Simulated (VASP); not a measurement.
Crystal: Cs.

```
Cs
1.0
    -2.75008    2.75008    4.09724
     2.75008   -2.75008    4.09724
     2.75008    2.75008   -4.09724
Cs
1
Direct
  0.00000 0.00000 0.00000
```

This isn't the form of Cs at room conditions, which is bcc.

* Program: VASP 6.6.1
* Task: relaxation of cell and atoms
* Functional: PBE
* Potentials or basis: VASP PAW PBE potentials, release 64 (Cs_sv)
* Cutoff: 600 eV
* k mesh: 12 × 12 × 12
* Occupations: gaussian, width 0.1 eV
* Spin: no spin polarisation

At the start: pressure -0.1 GPa; volume 123.95 Å³/atom.

Where does the relaxation end?

Over 12 steps the energy falls by 2.3 meV/atom and the volume is 117.39 Å³/atom (-5.3 %); space group I4/mmm (No. 139, to 0.05 Å).

The path:
```
step  energy change (eV)  largest force (eV/Å)  pressure (GPa)  volume (Å³)
   1              0.0000                0.0000           -0.10       123.95
   2             -0.0008                0.0000           -0.08       122.59
   3             -0.0021                0.0000           -0.02       118.58
   4             -0.0022                0.0000            0.00       117.08
   5             -0.0022                0.0000            0.00       117.21
   6             -0.0022                0.0000           -0.01       117.89
   7             -0.0022                0.0000            0.00       117.34
   8             -0.0022                0.0000            0.00       117.35
   9             -0.0023                0.0000            0.00       117.37
  10             -0.0024                0.0000            0.00       117.40
  11             -0.0025                0.0000            0.00       117.43
  12             -0.0023                0.0000            0.00       117.39
```

Final structure:
```yaml
crystal:
  lattice:
    - [-2.77942, 2.77942, 3.79904]
    - [2.77942, -2.77942, 3.79904]
    - [2.77942, 2.77942, -3.79904]
  atoms:
    - { symbol: Cs, position: [0.00000, 0.00000, 0.00000] }
```
